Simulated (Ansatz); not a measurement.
The cell is built from the CdI2 type as a first guess.

Te$_{2}$Pt: DFT, PBE, PAW with Ansatz's default frozen-core files, scalar-relativistic (Ansatz 0.2.0).

The relaxation starts from this cell:

```xyz
3
Lattice="3.8994 0.0000 0.0000 -1.9497 3.3769 0.0000 0.0000 0.0000 6.2390" Properties=species:S:1:pos:R:3 pbc="T T T"
Pt    0.0000    0.0000    0.0000
Te    0.0000    2.2513    1.5597
Te    1.9497    1.1256    4.6792
```

Output:

```
Engine: ansatz 0.2.0
Pseudopotentials: kind: paw
Pseudopotential: Pt, paw, valence charge 18, recommended cutoff 420 eV (normal)
Pseudopotential: Te, paw, valence charge 16, recommended cutoff 420 eV (normal)
Functional definition: PBE
  parameter kappa = 0.804
  parameter beta = 0.06672455060314922
  exchange = pbe_x(kappa = kappa, mu = beta*pi^2/3)
  correlation = pbe_c(beta = beta)
Crystal: 3 atoms, lattice volume = 82.155 Å³
Basis set: ecut = 420 eV, 1641 PW (Γ), exchange–correlation on 54×54×90 points (8 copies of the dense FFT grid, shifted against one another)
Bands: 30, of which v1, the nominal top of the filled ones, is band 25 counted from 1 (24 counted from 0)
Symmetry: 12 space group operations
Space group: P-3m1 (ITA 164), of the structure as read, at distance tolerance 4.3e-5 Å
k-points: 72 of 600
Non-local potential: Pt, projectors of the file, l = 0: 3, l = 1: 2, l = 2: 2, l = 3: 1
Non-local potential: Te, projectors of the file, l = 0: 2, l = 1: 2, l = 2: 2, l = 3: 2
PAW form: soft (Blöchl's): semilocal exchange-correlation on the pseudo side does not see the compensation charge
PAW one-centre angular grid: Pt, 590 points (default); XC on 64 Gauss nodes
PAW one-centre angular grid: Te, 590 points (default); XC on 64 Gauss nodes
Initial density: superposition of atomic densities (neutral atoms: chi_scale 0, normalization atom), corrected by the library's trained network
Initial wavefunctions: pseudopotential atomic-orbital guess
Functional: x = pbe(κ = 0.804, μ = 0.2195149727645171), c = pbe(β = 0.06672455060314922)
SCF iter   1: F=—  HF=-26483.855426 eV  |F-HF|=—  |Δ(HF+E_count)|=         —  Δρ=3.82e-3  dr2=1.13e-2  ethr=1.77e-3  ⟨swp⟩=6.6  Hψ=9451  notcnv=0
preconditioner: auto → LDOS  [metal: Δε(μ)=0.033 eV  Ē_g=8.477 eV  σ=0.050 eV  W_gap=0.16  n_scr=22 (ndim 8)  ℏωp=19.2 eV  f_vac=0.028  D(μ)=1.43/eV (n_scr^D=2)  β→1.0]
SCF iter   2: F=—  HF=-26483.854606 eV  |F-HF|=—  |Δ(HF+E_count)|=   8.20e-4  Δρ=1.29e-3  dr2=1.60e-3  ethr=2.27e-5  ⟨swp⟩=2.0  Hψ=3876  notcnv=0  defer=7
SCF iter   3: F=—  HF=-26483.854408 eV  |F-HF|=—  |Δ(HF+E_count)|=   1.98e-4  Δρ=5.28e-4  dr2=3.28e-4  ethr=3.19e-6  ⟨swp⟩=2.0  Hψ=3882  notcnv=0  defer=7
SCF iter   4: F=—  HF=-26483.854322 eV  |F-HF|=—  |Δ(HF+E_count)|=   8.65e-5  Δρ=9.76e-5  dr2=1.10e-5  ethr=6.55e-7  ⟨swp⟩=2.0  Hψ=3507  notcnv=0  defer=7
SCF iter   5: F=—  HF=-26483.854317 eV  |F-HF|=—  |Δ(HF+E_count)|=   4.32e-6  Δρ=2.84e-5  dr2=9.10e-7  ethr=2.21e-8  ⟨swp⟩=2.4  Hψ=3512  notcnv=0  defer=7
SCF iter   6: F=-26483.854317 eV  HF=-26483.854317 eV  |F-HF|=1.45e-8  |Δ(HF+E_count)|=   7.32e-8  Δρ=6.21e-6  dr2=2.87e-8  ethr=2.00e-10  ⟨swp⟩=9.8  Hψ=14319  notcnv=0
SCF 1 converged in 6 iterations: F = -26483.854317 eV  dr2 = 2.87e-8
  greatest PAW one-centre occupation: 1.000 electrons in one spin orbital (limit 2), on the Pt atom at site 0 (counted from 0), in its partial waves of l = 0
relax step   1: F+E_penalty+E_count = -26483.85431745 eV  Δ(F+E_penalty+E_count) = +0.000e0 eV  max|allowed force component| = 8.448e-1 eV/Å  Δτ_max = 0.0000 Å  P = -0.632 GPa  Ω = 82.155 Å³  (6 SCF iters, dr2 threshold 1.00e-7 eV, accepted)
Crystal: 3 atoms, lattice volume = 85.140 Å³
Basis set: ecut = 420 eV, 1677 PW (Γ), exchange–correlation on 54×54×90 points (8 copies of the dense FFT grid, shifted against one another)
Initial density: handed on by an earlier stage of this run
Initial wavefunctions: those handed on with the density
iter 1 solved again at ethr=7.58e-5 eV; its pass at ethr=3.10e-3 eV (dr2=3.79e-2 eV) is discarded
SCF iter   1: F=—  HF=-26484.009877 eV  |F-HF|=—  |Δ(HF+E_count)|=         —  Δρ=1.03e-2  dr2=3.86e-2  ethr=7.58e-5  ⟨swp⟩=1.1  Hψ=13270  notcnv=0
preconditioner: auto → LDOS  [metal: Δε(μ)=0.054 eV  Ē_g=8.815 eV  σ=0.050 eV  W_gap=0.25  n_scr=22 (ndim 8)  ℏωp=18.9 eV  f_vac=0.094  D(μ)=0.86/eV (n_scr^D=2)  β→1.0]
SCF iter   2: F=—  HF=-26484.005382 eV  |F-HF|=—  |Δ(HF+E_count)|=   4.49e-3  Δρ=1.78e-3  dr2=1.93e-3  ethr=7.58e-5  ⟨swp⟩=2.1  Hψ=3879  notcnv=0
SCF iter   3: F=—  HF=-26484.004518 eV  |F-HF|=—  |Δ(HF+E_count)|=   8.64e-4  Δρ=5.31e-4  dr2=2.42e-4  ethr=3.86e-6  ⟨swp⟩=2.0  Hψ=3704  notcnv=0
SCF iter   4: F=—  HF=-26484.004383 eV  |F-HF|=—  |Δ(HF+E_count)|=   1.36e-4  Δρ=9.91e-5  dr2=8.19e-6  ethr=4.84e-7  ⟨swp⟩=2.0  Hψ=3672  notcnv=0
SCF iter   5: F=—  HF=-26484.004382 eV  |F-HF|=—  |Δ(HF+E_count)|=   8.08e-7  Δρ=3.54e-5  dr2=1.79e-6  ethr=1.64e-8  ⟨swp⟩=2.0  Hψ=3737  notcnv=0
SCF iter   6: F=-26484.004382 eV  HF=-26484.004382 eV  |F-HF|=5.85e-9  |Δ(HF+E_count)|=   1.68e-7  Δρ=6.26e-6  dr2=4.16e-8  ethr=6.00e-10  ⟨swp⟩=7.7  Hψ=14884  notcnv=0
SCF 2 converged in 6 iterations: F = -26484.004382 eV  dr2 = 4.16e-8
relax step   2: F+E_penalty+E_count = -26484.00438157 eV  Δ(F+E_penalty+E_count) = -1.501e-1 eV  max|allowed force component| = 7.074e-1 eV/Å  Δτ_max = 0.1947 Å  P = +3.544 GPa  Ω = 85.140 Å³  energy of the carried Pulay correction = -6.786e-4 eV  (6 SCF iters, dr2 threshold 3.00e-7 eV, accepted)
Crystal: 3 atoms, lattice volume = 85.241 Å³
Basis set: ecut = 420 eV, 1689 PW (Γ), exchange–correlation on 54×54×90 points (8 copies of the dense FFT grid, shifted against one another)
iter 1 solved again at ethr=1.05e-5 eV; its pass at ethr=3.10e-3 eV (dr2=5.26e-3 eV) is discarded
SCF iter   1: F=—  HF=-26484.058822 eV  |F-HF|=—  |Δ(HF+E_count)|=         —  Δρ=3.36e-3  dr2=5.93e-3  ethr=1.05e-5  ⟨swp⟩=2.1  Hψ=11863  notcnv=0
preconditioner: auto → LDOS  [metal: Δε(μ)=0.086 eV  Ē_g=8.596 eV  σ=0.050 eV  W_gap=0.40  n_scr=22 (ndim 8)  ℏωp=18.9 eV  f_vac=0.066  D(μ)=0.92/eV (n_scr^D=2)  β→1.0]
SCF iter   2: F=—  HF=-26484.058459 eV  |F-HF|=—  |Δ(HF+E_count)|=   3.63e-4  Δρ=1.28e-3  dr2=2.69e-3  ethr=1.05e-5  ⟨swp⟩=2.0  Hψ=3846  notcnv=0
SCF iter   3: F=—  HF=-26484.057971 eV  |F-HF|=—  |Δ(HF+E_count)|=   4.88e-4  Δρ=4.27e-4  dr2=2.92e-4  ethr=5.38e-6  ⟨swp⟩=3.0  Hψ=3880  notcnv=0
SCF iter   4: F=—  HF=-26484.057920 eV  |F-HF|=—  |Δ(HF+E_count)|=   5.12e-5  Δρ=7.88e-5  dr2=5.82e-6  ethr=5.85e-7  ⟨swp⟩=3.0  Hψ=3707  notcnv=0
SCF iter   5: F=—  HF=-26484.057918 eV  |F-HF|=—  |Δ(HF+E_count)|=   1.38e-6  Δρ=1.86e-5  dr2=4.71e-7  ethr=1.16e-8  ⟨swp⟩=2.0  Hψ=3672  notcnv=0
SCF iter   6: F=-26484.057918 eV  HF=-26484.057918 eV  |F-HF|=3.87e-9  |Δ(HF+E_count)|=   1.57e-8  Δρ=6.29e-6  dr2=3.79e-8  ethr=6.00e-10  ⟨swp⟩=9.4  Hψ=14961  notcnv=0
SCF 3 converged in 6 iterations: F = -26484.057918 eV  dr2 = 3.79e-8
relax step   3: F+E_penalty+E_count = -26484.05791817 eV  Δ(F+E_penalty+E_count) = -5.354e-2 eV  max|allowed force component| = 2.379e-2 eV/Å  Δτ_max = 0.0689 Å  P = +0.111 GPa  Ω = 85.241 Å³  energy of the carried Pulay correction = -7.011e-4 eV  (6 SCF iters, dr2 threshold 3.00e-7 eV, accepted)
Crystal: 3 atoms, lattice volume = 83.572 Å³
[...]
Basis set: ecut = 420 eV, 1591 PW (Γ), exchange–correlation on 54×54×90 points (8 copies of the dense FFT grid, shifted against one another)
iter 1 solved again at ethr=8.54e-6 eV; its pass at ethr=3.10e-3 eV (dr2=4.27e-3 eV) is discarded
SCF iter   1: F=—  HF=-26484.090537 eV  |F-HF|=—  |Δ(HF+E_count)|=         —  Δρ=2.33e-3  dr2=3.91e-3  ethr=8.54e-6  ⟨swp⟩=2.5  Hψ=13012  notcnv=0
preconditioner: auto → LDOS  [metal: Δε(μ)=0.042 eV  Ē_g=8.629 eV  σ=0.050 eV  W_gap=0.21  n_scr=22 (ndim 8)  ℏωp=19.3 eV  f_vac=0.034  D(μ)=0.93/eV (n_scr^D=2)  β→1.0]
SCF iter   2: F=—  HF=-26484.090209 eV  |F-HF|=—  |Δ(HF+E_count)|=   3.28e-4  Δρ=6.12e-4  dr2=3.92e-4  ethr=7.82e-6  ⟨swp⟩=2.0  Hψ=2805  notcnv=0
SCF iter   3: F=—  HF=-26484.090150 eV  |F-HF|=—  |Δ(HF+E_count)|=   5.97e-5  Δρ=2.10e-4  dr2=4.53e-5  ethr=7.84e-7  ⟨swp⟩=2.8  Hψ=3946  notcnv=0
SCF iter   4: F=—  HF=-26484.090151 eV  |F-HF|=—  |Δ(HF+E_count)|=   1.83e-6  Δρ=2.91e-5  dr2=6.49e-7  ethr=9.05e-8  ⟨swp⟩=2.6  Hψ=3601  notcnv=0
SCF iter   5: F=-26484.090152 eV  HF=-26484.090152 eV  |F-HF|=8.21e-9  |Δ(HF+E_count)|=   8.29e-8  Δρ=6.69e-6  dr2=5.52e-8  ethr=6.00e-10  ⟨swp⟩=9.3  Hψ=15164  notcnv=0
SCF 5 converged in 5 iterations: F = -26484.090152 eV  dr2 = 5.52e-8
relax step   5: F+E_penalty+E_count = -26484.09015152 eV  Δ(F+E_penalty+E_count) = -1.663e-2 eV  max|allowed force component| = 2.534e-3 eV/Å  Δτ_max = 0.0428 Å  P = -0.196 GPa  Ω = 81.266 Å³  energy of the carried Pulay correction = +2.067e-4 eV  (5 SCF iters, dr2 threshold 3.00e-7 eV, accepted)
Crystal: 3 atoms, lattice volume = 77.719 Å³
Basis set: ecut = 420 eV, 1553 PW (Γ), exchange–correlation on 54×54×90 points (8 copies of the dense FFT grid, shifted against one another)
iter 1 solved again at ethr=1.64e-5 eV; its pass at ethr=3.10e-3 eV (dr2=8.21e-3 eV) is discarded
SCF iter   1: F=—  HF=-26484.105409 eV  |F-HF|=—  |Δ(HF+E_count)|=         —  Δρ=3.49e-3  dr2=7.44e-3  ethr=1.64e-5  ⟨swp⟩=2.8  Hψ=13289  notcnv=0
preconditioner: auto → LDOS  [metal: Δε(μ)=0.044 eV  Ē_g=8.716 eV  σ=0.050 eV  W_gap=0.22  n_scr=22 (ndim 8)  ℏωp=19.8 eV  f_vac=0.019  D(μ)=1.15/eV (n_scr^D=2)  β→1.0]
SCF iter   2: F=—  HF=-26484.104747 eV  |F-HF|=—  |Δ(HF+E_count)|=   6.62e-4  Δρ=6.62e-4  dr2=2.45e-4  ethr=1.49e-5  ⟨swp⟩=2.1  Hψ=3077  notcnv=0
SCF iter   3: F=—  HF=-26484.104742 eV  |F-HF|=—  |Δ(HF+E_count)|=   4.64e-6  Δρ=2.08e-4  dr2=3.16e-5  ethr=4.90e-7  ⟨swp⟩=2.0  Hψ=3745  notcnv=0
SCF iter   4: F=—  HF=-26484.104731 eV  |F-HF|=—  |Δ(HF+E_count)|=   1.15e-5  Δρ=4.34e-5  dr2=2.74e-6  ethr=6.31e-8  ⟨swp⟩=2.0  Hψ=3771  notcnv=0
SCF iter   5: F=-26484.104730 eV  HF=-26484.104730 eV  |F-HF|=1.59e-7  |Δ(HF+E_count)|=   4.10e-7  Δρ=1.83e-5  dr2=2.90e-7  ethr=6.00e-10  ⟨swp⟩=10.0  Hψ=15082  notcnv=0
SCF 6 converged in 5 iterations: F = -26484.104730 eV  dr2 = 2.90e-7
relax step   6: F+E_penalty+E_count = -26484.10473009 eV  Δ(F+E_penalty+E_count) = -1.458e-2 eV  max|allowed force component| = 3.695e-2 eV/Å  Δτ_max = 0.0642 Å  P = +0.374 GPa  Ω = 77.719 Å³  energy of the carried Pulay correction = +1.055e-3 eV  (5 SCF iters, dr2 threshold 3.00e-7 eV, accepted)
Crystal: 3 atoms, lattice volume = 78.119 Å³
iter 1 solved again at ethr=4.09e-7 eV; its pass at ethr=3.10e-3 eV (dr2=2.05e-4 eV) is discarded
SCF iter   1: F=—  HF=-26484.104933 eV  |F-HF|=—  |Δ(HF+E_count)|=         —  Δρ=4.63e-4  dr2=2.60e-4  ethr=4.09e-7  ⟨swp⟩=3.2  Hψ=11240  notcnv=0
preconditioner: auto → LDOS  [metal: Δε(μ)=0.054 eV  Ē_g=8.701 eV  σ=0.050 eV  W_gap=0.26  n_scr=22 (ndim 8)  ℏωp=19.7 eV  f_vac=0.020  D(μ)=1.14/eV (n_scr^D=2)  β→1.0]
SCF iter   2: F=—  HF=-26484.104919 eV  |F-HF|=—  |Δ(HF+E_count)|=   1.42e-5  Δρ=2.28e-4  dr2=6.45e-5  ethr=4.09e-7  ⟨swp⟩=2.0  Hψ=2781  notcnv=0
SCF iter   3: F=—  HF=-26484.104909 eV  |F-HF|=—  |Δ(HF+E_count)|=   1.01e-5  Δρ=3.70e-5  dr2=1.27e-6  ethr=1.29e-7  ⟨swp⟩=2.1  Hψ=2788  notcnv=0
SCF iter   4: F=-26484.104909 eV  HF=-26484.104909 eV  |F-HF|=1.79e-8  |Δ(HF+E_count)|=   4.86e-8  Δρ=6.81e-6  dr2=4.94e-8  ethr=6.00e-10  ⟨swp⟩=9.6  Hψ=14978  notcnv=0
SCF 7 converged in 4 iterations: F = -26484.104909 eV  dr2 = 4.94e-8
relax step   7: F+E_penalty+E_count = -26484.10490856 eV  Δ(F+E_penalty+E_count) = -1.785e-4 eV  max|allowed force component| = 1.565e-3 eV/Å  Δτ_max = 0.0005 Å  P = -0.144 GPa  Ω = 78.119 Å³  energy of the carried Pulay correction = +9.575e-4 eV  (4 SCF iters, dr2 threshold 3.00e-7 eV, accepted)
Crystal: 3 atoms, lattice volume = 77.978 Å³
iter 1 solved again at ethr=4.71e-8 eV; its pass at ethr=3.10e-3 eV (dr2=2.35e-5 eV) is discarded
SCF iter   1: F=—  HF=-26484.105032 eV  |F-HF|=—  |Δ(HF+E_count)|=         —  Δρ=1.69e-4  dr2=2.72e-5  ethr=4.71e-8  ⟨swp⟩=3.2  Hψ=11434  notcnv=0
preconditioner: auto → LDOS  [metal: Δε(μ)=0.050 eV  Ē_g=8.707 eV  σ=0.050 eV  W_gap=0.24  n_scr=22 (ndim 8)  ℏωp=19.7 eV  f_vac=0.019  D(μ)=1.14/eV (n_scr^D=2)  β→1.0]
SCF iter   2: F=—  HF=-26484.105039 eV  |F-HF|=—  |Δ(HF+E_count)|=   7.24e-6  Δρ=6.60e-5  dr2=4.83e-6  ethr=4.71e-8  ⟨swp⟩=2.0  Hψ=2783  notcnv=0
SCF iter   3: F=—  HF=-26484.105039 eV  |F-HF|=—  |Δ(HF+E_count)|=   7.53e-7  Δρ=1.45e-5  dr2=1.85e-7  ethr=9.65e-9  ⟨swp⟩=2.1  Hψ=2837  notcnv=0
SCF iter   4: F=-26484.105039 eV  HF=-26484.105039 eV  |F-HF|=8.00e-11  |Δ(HF+E_count)|=   2.30e-8  Δρ=1.91e-6  dr2=2.90e-9  ethr=1.87e-10  ⟨swp⟩=8.5  Hψ=13014  notcnv=0
SCF 8 converged in 4 iterations: F = -26484.105039 eV  dr2 = 2.90e-9
relax step   8: F+E_penalty+E_count = -26484.10503863 eV  Δ(F+E_penalty+E_count) = -1.301e-4 eV  max|allowed force component| = 8.020e-5 eV/Å  Δτ_max = 0.0015 Å  P = -0.001 GPa  Ω = 77.978 Å³  energy of the carried Pulay correction = +9.920e-4 eV  (4 SCF iters, dr2 threshold 9.35e-8 eV, accepted)
Basis set: ecut = 420 eV, 1553 PW (Γ), exchange–correlation on 60×60×72 points (8 copies of the dense FFT grid, shifted against one another)
Initial wavefunctions: pseudopotential atomic-orbital guess (no wavefunctions were taken with the density)
iter 1 solved again at ethr=1.52e-7 eV; its pass at ethr=3.10e-3 eV (dr2=7.58e-5 eV) is discarded
SCF iter   1: F=—  HF=-26484.103908 eV  |F-HF|=—  |Δ(HF+E_count)|=         —  Δρ=3.40e-4  dr2=4.31e-6  ethr=1.52e-7  ⟨swp⟩=3.9  Hψ=14962  notcnv=0
preconditioner: auto → LDOS  [metal: Δε(μ)=0.051 eV  Ē_g=8.708 eV  σ=0.050 eV  W_gap=0.25  n_scr=22 (ndim 8)  ℏωp=19.7 eV  f_vac=0.019  D(μ)=1.14/eV (n_scr^D=2)  β→1.0]
SCF iter   2: F=—  HF=-26484.104680 eV  |F-HF|=—  |Δ(HF+E_count)|=   7.71e-4  Δρ=3.18e-5  dr2=3.70e-7  ethr=8.63e-9  ⟨swp⟩=2.0  Hψ=3960  notcnv=0
SCF iter   3: F=—  HF=-26484.104680 eV  |F-HF|=—  |Δ(HF+E_count)|=   1.60e-7  Δρ=8.77e-6  dr2=5.52e-8  ethr=7.40e-10  ⟨swp⟩=2.0  Hψ=3944  notcnv=0
SCF iter   4: F=—  HF=-26484.104680 eV  |F-HF|=—  |Δ(HF+E_count)|=   3.59e-8  Δρ=1.34e-6  dr2=6.71e-10  ethr=1.10e-10  ⟨swp⟩=2.0  Hψ=3775  notcnv=0
SCF iter   5: F=—  HF=-26484.104680 eV  |F-HF|=—  |Δ(HF+E_count)|=   1.10e-9  Δρ=2.15e-7  dr2=3.61e-11  ethr=1.34e-12  ⟨swp⟩=2.0  Hψ=3960  notcnv=0
SCF iter   6: F=-26484.104680 eV  HF=-26484.104680 eV  |F-HF|=7.28e-12  |Δ(HF+E_count)|=  6.55e-11  Δρ=6.76e-8  dr2=5.33e-12  ethr=1.00e-12  ⟨swp⟩=7.1  Hψ=10553  notcnv=0
SCF 9 converged in 6 iterations: F = -26484.104680 eV  dr2 = 5.33e-12
relax step   9: F+E_penalty+E_count = -26484.10467968 eV  Δ(F+E_penalty+E_count) = +3.589e-4 eV  max|allowed force component| = 6.019e-4 eV/Å  Δτ_max = 0.0000 Å  P = -0.009 GPa  Ω = 77.978 Å³  stress off target by 2.10e-2 GPa  SCF on the basis re-selected at this cell (its energy is not comparable with the rows above)  (6 SCF iters)
basis re-selected at this cell: Δ(F+E_penalty+E_count) = +3.589e-4 eV, ΔP = -0.008 GPa vs the last step (what re-selecting the basis moved, of the pressure what is left beyond the Pulay correction that the steps carried, after the strain that the cell walked since its last selection, with what the two solves' SCF thresholds leave and, on support functions, any second-order correction that the steps lacked; it is no measure of the basis error at this ecutwfc). The dense FFT grid was sized anew with the basis: this SCF ran on 30×30×36 points, the steps before it on 27×27×45, so part of this shift can come from that change (see relax.cell in the input reference). This SCF's stress stands 2.10e-2 GPa from its target on what of the cell is left free (relax.cell.stress_tol is 5.00e-2 GPa) and its largest allowed force component is 6.02e-4 eV/Å (relax.f_tol is 5.00e-3 eV/Å): within both
SCF converged after 6 iterations
Free energy (F): -26484.104680 eV
Harris-Foulkes:  -26484.104680 eV  (|F-HF|=7.28e-12)
Internal energy: -26484.095048 eV  (E = F + TS)
E sigma→0 (E₀):  -26484.099864 eV
Entropy (-TS):   -0.009632 eV (-3.211 meV/atom)
Fermi energy:    12.627297 eV
--- Per-component energies (eV) ---
  E_band       = -748.124545
  E_kinetic    = 998.927273
  E_local      = -4736.688844  (includes V_loc(G=0)·N_el)
  E_nonlocal   = -421.529291
  E_hartree    = 2486.001987
  E_xc         = -510.698125
  E_vxc        = -511.598332  (∫ρ·V_xc dr)
  E_paw        = -18779.082075  (= ΣΔE_a)
  E_vpaw       = -1049.239220  (= ΣTr[D̂ρ^β])
  E_aug_tail   = -0.000151  (compensation charges beyond the density's cutoff)
  E_ewald      = -5521.025821
  E_smearing   = -0.009632  (= −TS)
  E_closure    = 0.000000  (closes the sum)
  Σ components = -26484.104680   (vs F -26484.104680, Δ=0.00e0)
--- Forces (eV/Å), atoms counted from 1 ---
  atom   1  Pt    -0.00000000     0.00000000     0.00000000
  atom   2  Te    -0.00000000     0.00000000    -0.00060194
  atom   3  Te     0.00000000    -0.00000000     0.00060194
  max |Σ_I F_I| component: 2.89e-19 eV/Å
--- Stress (GPa, compression-positive) ---
       -0.003476      -0.000000       0.000000
       -0.000000      -0.003476       0.000000
       -0.000000       0.000000      -0.020961
  P = ⅓ Tr σ = -0.0093 GPa (-0.093 kbar)
--- Band table (eV; the first three rows and the last of 72) ---
  k-point 0: bands = ["-86.3709", "-40.6250", "-40.6250", "-40.5332", "-24.8333", "-24.8333", "-24.8246", "-24.8225", "-24.8216", "-24.8216", "-24.8209", "-24.8209", "-24.8154", "-24.8154", "-0.9780", "2.0074", "6.2836", "7.1842", "7.1842", "9.0594", "9.0594", "10.0843", "12.1517", "12.1517", "13.7221", "13.7221", "13.9091", "15.5610", "16.5786", "18.5845"]
  k-point 1: bands = ["-86.3709", "-40.6250", "-40.6250", "-40.5332", "-24.8325", "-24.8325", "-24.8245", "-24.8226", "-24.8226", "-24.8226", "-24.8206", "-24.8206", "-24.8154", "-24.8154", "-0.8666", "1.6748", "6.7310", "7.2015", "7.2015", "9.0526", "9.0526", "10.1122", "11.9816", "11.9816", "13.2107", "13.9763", "13.9763", "15.7678", "17.0883", "18.4116"]
  k-point 2: bands = ["-86.3709", "-40.6250", "-40.6250", "-40.5332", "-24.8305", "-24.8305", "-24.8244", "-24.8244", "-24.8242", "-24.8228", "-24.8209", "-24.8209", "-24.8154", "-24.8154", "-0.5602", "1.0116", "7.2369", "7.2369", "7.6583", "9.0400", "9.0400", "10.2218", "11.7134", "11.7134", "11.9618", "14.4548", "14.4548", "16.3294", "17.8206", "18.0215"]
  k-point 71: bands = ["-86.3708", "-40.6270", "-40.6266", "-40.5330", "-24.8298", "-24.8289", "-24.8266", "-24.8251", "-24.8208", "-24.8203", "-24.8198", "-24.8176", "-24.8168", "-24.8165", "1.0855", "1.1242", "6.6371", "6.9229", "7.3493", "8.5137", "8.7041", "9.2129", "9.3191", "10.0404", "10.2293", "14.7069", "14.7908", "17.9184", "18.8922", "19.3486"]
--- Relaxed structure (8 steps of the walk, 8 accepted, 1 SCFs on fresh bases) ---
  F+E_penalty+E_count = -26484.10467968 eV   max|allowed force component| = 6.019e-4 eV/Å   (the final SCF, on the basis selected at the relaxed cell)
  cell:  # Å, volume = 77.9776 Å³
    - [4.089962409597088, -3.027856656964916e-11, 9.440073803234672e-29]
    - [-2.0449812047723217, 3.542011347249632, 1.1043447546885892e-17]
    - [3.0208825550871038e-28, 2.0402999724733112e-17, 5.382704631324246]
  atoms:
    - { symbol: Pt, position: [3.456119833878531e-33, 1.4020283631429365e-34, -6.688346749070563e-34] }
    - { symbol: Te, position: [0.33333333333333326, 0.6666666666666665, 0.2530028066732869] }
    - { symbol: Te, position: [0.6666666666666665, 0.3333333333333332, 0.746997193326713] }
```
